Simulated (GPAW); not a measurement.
The system is SnSe2.

```xyz
3
Lattice="3.8110 0.0000 0.0000 -1.9055 3.3004 0.0000 0.0000 0.0000 6.1360" Properties=species:S:1:pos:R:3 pbc="T T T"
Sn    0.0000    0.0000    0.0000
Se    1.9055    1.1001    4.6081
Se    0.0000    2.2003    1.5279
```

Base run:

- Program: GPAW 26.7.0
- Functional: vdW-DF2
- Potentials or basis: GPAW PAW data sets (gpaw-data 1.2.1)
- Cutoff: 600 eV
- Basis: pw
- k mesh: 6 × 6 × 3
- Occupations: fermi-dirac, width 0.05 eV
- Spin: spin-orbit coupling, no magnetisation

Its results: band gap on the k mesh 0.69 eV, indirect (least direct gap 0.90 eV); largest force 1.486 eV/Å.

**Question.** The run is repeated on the same cell with these changes: functional from vdW-DF2 to WC; potentials or basis from GPAW PAW data sets (gpaw-data 1.2.1) to PAW data sets generated in the run's folder for this functional. What comes out?

**Answer.** Band gap on the k mesh 0.64 eV, indirect (least direct gap 0.92 eV); largest force 0.582 eV/Å.

Caveats: spin-orbit coupling was added after a scalar SCF, so levels and gaps hold it while energy, forces, pressure and moments don't; this program's spin-orbit splittings come out too wide for heavy elements; the PAW data sets were made with another functional, which shifts forces and pressure a little (some runs).
